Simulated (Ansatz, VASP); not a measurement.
## Ti in VASP and in Ansatz

The input INCAR:

```
ALGO = Normal
EDIFF = 1E-7
ENCUT = 520
GGA = PS
ISIF = 2
ISMEAR = -1
LASPH = True
LCHARG = False
LREAL = False
LWAVE = False
NBANDS = 19
NELM = 80
PREC = Accurate
SIGMA = 0.05
```

KPOINTS

```
k-points
0
Gamma
  10 10 6
```

The input POSCAR:

```
Ti
1.0
    2.9500000000      0.0000000000      0.0000000000
   -1.4750000000      2.5547749412      0.0000000000
    0.0000000000      0.0000000000      4.6800000000
Ti
2
Direct
    0.6861620000      0.3268800000      0.7484870000
    0.3379730000      0.6729080000      0.2487300000
```

File input.yaml:

```yaml
crystal:
  lattice:
    - [2.95, 0.0, 0.0]
    - [-1.475, 2.5547749412, 0.0]
    - [0.0, 0.0, 4.68]
  atoms:
    - { symbol: Ti, position: [0.686162, 0.32688, 0.748487] }
    - { symbol: Ti, position: [0.337973, 0.672908, 0.24873] }
hamiltonian:
  xc: pbesol
  pseudopotentials: { kind: paw }
kpoints:
  mp_grid: { grid: [10, 10, 6] }
scf:
  occupations: { method: fermi_dirac, width: 0.05 }
output:
  forces: true
  stress: true
  eigenvalues: true
  write_density: true
  write_potential: true
  elf: true
  volumetric_format: npy
```

Change from the starting cell: atoms moved at random, drawn with an rms of 0.05 Å.

Alike in both runs: task single point; functional PBEsol; k mesh 10 × 10 × 6; occupations fermi-dirac, width 0.05 eV; no spin polarisation.

|  | VASP | Ansatz |
| --- | --- | --- |
| version | VASP 6.6.1 | Ansatz 0.2.0 |
| potentials or method | VASP PAW PBE potentials, release 64 (Ti_sv) | Ansatz PAW |
| plane-wave cutoff (eV) | 520 | 420 |
| valence electrons in the cell | 24 | 24 |

```tsv
	VASP	Ansatz	Ansatz less VASP
gap on the k mesh at the Fermi level (eV)	none	none	-
pressure (GPa)	-5.9	-5.7	+0.21
largest component of the traceless stress (GPa)	0.66	0.67	+0.010
rms of the force components (eV/Å)	0.058	0.059	+0.0003
```

Atom by atom the forces differ by 0.000 eV/Å (rms over components). A gap of «none» marks a metal or a gap that the smearing closes. With one functional, cell and mesh, what is left measures potentials, basis and numerics.

Caveats: the PAW data sets were made with another functional, which shifts forces and pressure a little (VASP); the PAW data sets come from PBE, with cores solved anew for the run's functional, which leaves a small shift of forces and pressure (Ansatz).
